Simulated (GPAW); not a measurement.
**CuO: band structure with PBEsol+U**

Crystal: CuO.

```
CELL_PARAMETERS angstrom
3.17953 0.00000 0.00000
-1.58977 2.75356 0.00000
0.00000 0.00000 4.43149
ATOMIC_POSITIONS crystal
Cu 0.00000 0.00000 0.00000
Cu 0.00000 0.00000 0.50000
O 0.33333 0.66667 0.25000
O 0.66667 0.33333 0.75000
```

Measurements of this composition are mostly on another form, of space group No. 15.

| Item | Value |
| --- | --- |
| Program | GPAW 26.7.0 |
| Task | band structure |
| Functional | PBEsol |
| Potentials or basis | PAW data sets generated in the run's folder for this functional |
| Cutoff | 800 eV |
| Basis | pw |
| k mesh | 7 × 7 × 5 |
| Occupations | fermi-dirac, width 0.05 eV |
| Spin | no spin polarisation |
| Hubbard terms | Cu d U = 5 eV |
| Maxiter | 150 |
| Band path | GMKGALHA,LM,KH |
| Band points | 100 |

```yaml
Pressure: -3.2 GPa
Band_gap_along_the_path: none (metal or under the smearing width)
```

Stress tensor (GPa, compression positive):
```
-17.79   0.00   0.00
  0.00 -17.79   0.00
  0.00   0.00  25.85
```

Levels at the corners of the path, in eV from the Fermi level:
| point | band 13 | band 14 | band 15 | band 16 | band 17 | band 18 | band 19 | band 20 |
| --- | --- | --- | --- | --- | --- | --- | --- | --- |
| Γ | -2.04 | -2.03 | -1.20 | -0.66 | 0.60 | 0.60 | 2.03 | 5.71 |
| M | -2.42 | -2.19 | -2.03 | -1.86 | 0.28 | 0.54 | 7.25 | 7.37 |
| K | -2.36 | -1.87 | -1.17 | -1.17 | -0.84 | -0.84 | 7.90 | 9.91 |
| Γ | -2.04 | -2.03 | -1.20 | -0.66 | 0.60 | 0.60 | 2.03 | 5.71 |
| A | -2.55 | -2.55 | -0.13 | -0.13 | -0.13 | -0.13 | 4.75 | 4.75 |
| L | -2.53 | -2.53 | -0.60 | -0.60 | -0.55 | -0.55 | 6.59 | 6.59 |
| H | -2.16 | -2.16 | -2.09 | -2.09 | 0.51 | 0.51 | 7.93 | 7.93 |
| A | -2.55 | -2.55 | -0.13 | -0.13 | -0.13 | -0.13 | 4.75 | 4.75 |
| L | -2.53 | -2.53 | -0.60 | -0.60 | -0.55 | -0.55 | 6.59 | 6.59 |
| M | -2.42 | -2.19 | -2.03 | -1.86 | 0.28 | 0.54 | 7.25 | 7.37 |
| K | -2.36 | -1.87 | -1.17 | -1.17 | -0.84 | -0.84 | 7.90 | 9.91 |
| H | -2.16 | -2.16 | -2.09 | -2.09 | 0.51 | 0.51 | 7.93 | 7.93 |

Run time: 2.4 min on 1 thread of Arm Neoverse V1, with other jobs on the host, peak memory 0.42 GiB.

Caveat: with this Cu data set, volumes or pressures lay over 1.5 % or 2 GPa off other programs in two to four cells of ten; the run has no spin polarisation, though such a crystal can be magnetic; U without spin polarisation on a metal has little footing.
